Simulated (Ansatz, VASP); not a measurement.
## One calculation of InP, two programs

```
In P
1.0
     0.00000    2.95198    2.95198
     2.95198    0.00000    2.95198
     2.95198    2.95198    0.00000
In P
1 1
Direct
  0.00000 0.00000 0.00000
  0.75000 0.75000 0.75000
```

The cell is a database's computed one.

Alike in both runs: task relaxation of cell and atoms; functional PBEsol; k mesh 10 × 10 × 10; occupations gaussian, width 0.02 eV; no spin polarisation.

|  | VASP | Ansatz |
| --- | --- | --- |
| version | VASP 6.6.1 | Ansatz 0.2.0 |
| potentials or method | VASP PAW PBE potentials, release 64 (In_d, P) | scalar-relativistic, plane waves, PAW |
| plane-wave cutoff (eV) | 600 | 420 |
| valence electrons in the cell | 18 | 18 |

Ansatz gave:

| Property | Result |
| --- | --- |
| gap on the k mesh at the Fermi level, each at its own relaxed structure (eV) | 0.56 |
| relaxed volume (Å³/atom) | 25.40 |
| relaxed cell length with the largest relative difference (Å) | 4.157 |

**Question.** Which values does VASP return?

**Answer.** gap on the k mesh at the Fermi level, each at its own relaxed structure (eV): 0.57; relaxed volume (Å³/atom): 25.40; relaxed cell length with the largest relative difference (Å): 4.157.

Ansatz warned: «pseudo_functional_mismatch».

Caveats: the PAW data sets were made with another functional, which shifts forces and pressure a little (VASP); spin-orbit coupling is left out, which moves the levels of the heavy elements. As with any semilocal functional, this PBEsol gap is likely too small.
